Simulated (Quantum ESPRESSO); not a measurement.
**MnO: band structure with LDA**

Crystal: MnO.

```xyz
2
Lattice="0.0000 2.2239 2.2239 2.2239 0.0000 2.2239 2.2239 2.2239 0.0000" Properties=species:S:1:pos:R:3 pbc="T T T"
Mn    0.0000    0.0000    0.0000
O     2.2239    2.2239    2.2239
```

The cell is a database's computed one.

- Program: Quantum ESPRESSO 7.5
- Task: band structure
- Functional: LDA
- Potentials or basis: GBRV 1.5 LDA
- Cutoff: 612 eV
- Density cutoff: 4898 eV
- k mesh: 10 × 10 × 10
- Occupations: fermi-dirac, width 0.05 eV
- Spin: collinear spin, ferromagnetic start
- Starting moments: [4.0, 0.0] μB
- Form of the LDA correlation: PZ81
- Mixing beta: 0.3
- Most SCF iterations: 120
- SCF threshold: 4e-10 Ry

```yaml
Pressure: -16.6 GPa
Band_gap_on_the_k_mesh: none (metal or under the smearing width)
Net_moment: 4.60 μB per cell
Absolute_moment: 4.60 μB per cell
Site_moments: Mn +3.91; O +0.23 μB
Valence_electrons_inside_the_program's_atomic_spheres: Mn 12.60; O 5.89
```

Levels at the corners of the path, in eV from the Fermi level:
Spin up:
| point | band 11 | band 12 | band 13 | band 14 | band 15 | band 16 |
| --- | --- | --- | --- | --- | --- | --- |
| Γ | -3.03 | -2.53 | -2.53 | -0.44 | 13.95 | 16.13 |
| X | -1.83 | -1.83 | -1.72 | 4.96 | 7.72 | 10.37 |
| W | -1.83 | -1.80 | -0.81 | 6.93 | 8.20 | 8.20 |
| K | -1.78 | -1.48 | -0.85 | 6.32 | 7.84 | 8.08 |
| Γ | -3.03 | -2.53 | -2.53 | -0.44 | 13.95 | 16.13 |
| L | -1.71 | 0.30 | 0.30 | 3.47 | 7.65 | 11.73 |
| U | -1.78 | -1.48 | -0.85 | 6.32 | 7.84 | 8.08 |
| W | -1.83 | -1.80 | -0.81 | 6.93 | 8.20 | 8.20 |
| L | -1.71 | 0.30 | 0.30 | 3.47 | 7.65 | 11.73 |
| K | -1.78 | -1.48 | -0.85 | 6.32 | 7.84 | 8.08 |
| U | -1.78 | -1.48 | -0.85 | 6.32 | 7.84 | 8.08 |
| X | -1.83 | -1.83 | -1.72 | 4.96 | 7.72 | 10.37 |
Spin down:
```
point  band 4  band 5  band 6  band 7  band 8  band 9  band 10  band 11  band 12  band 13
    Γ  -45.44  -19.56   -3.40   -3.40   -3.40    0.46     0.46     0.46     0.59     1.14
    X  -45.48  -18.59   -6.48   -4.39   -4.39   -1.12     1.74     1.97     2.16     2.16
    W  -45.48  -18.50   -5.77   -5.77   -5.32    1.02     1.02     1.95     2.17     2.70
    K  -45.47  -18.52   -6.13   -5.80   -4.71    0.18     1.92     1.95     2.16     2.62
    Γ  -45.44  -19.56   -3.40   -3.40   -3.40    0.46     0.46     0.46     0.59     1.14
    L  -45.45  -18.55   -7.49   -4.94   -4.94    1.69     1.72     1.72     3.47     3.47
    U  -45.47  -18.52   -6.13   -5.80   -4.71    0.18     1.92     1.95     2.16     2.62
    W  -45.48  -18.50   -5.77   -5.77   -5.32    1.02     1.02     1.95     2.17     2.70
    L  -45.45  -18.55   -7.49   -4.94   -4.94    1.69     1.72     1.72     3.47     3.47
    K  -45.47  -18.52   -6.13   -5.80   -4.71    0.18     1.92     1.95     2.16     2.62
    U  -45.47  -18.52   -6.13   -5.80   -4.71    0.18     1.92     1.95     2.16     2.62
    X  -45.48  -18.59   -6.48   -4.39   -4.39   -1.12     1.74     1.97     2.16     2.16
```

Wall time 19 s on 2 MPI ranks on Arm Neoverse V2, with other jobs on the host, peak memory 0.18 GiB a rank.

Caveat: so large a pressure means that the cell lies far from this level's equilibrium, or that cutoff or potentials fall short; a cell with one magnetic atom can't hold antiferromagnetic order, which such compounds often take; semilocal functionals often make such compounds metallic where correlation or magnetic order opens a gap, which also shifts bond lengths. With open d or f shells a metallic result of LDA can be an artefact of self-interaction; +U or a hybrid may open a gap.
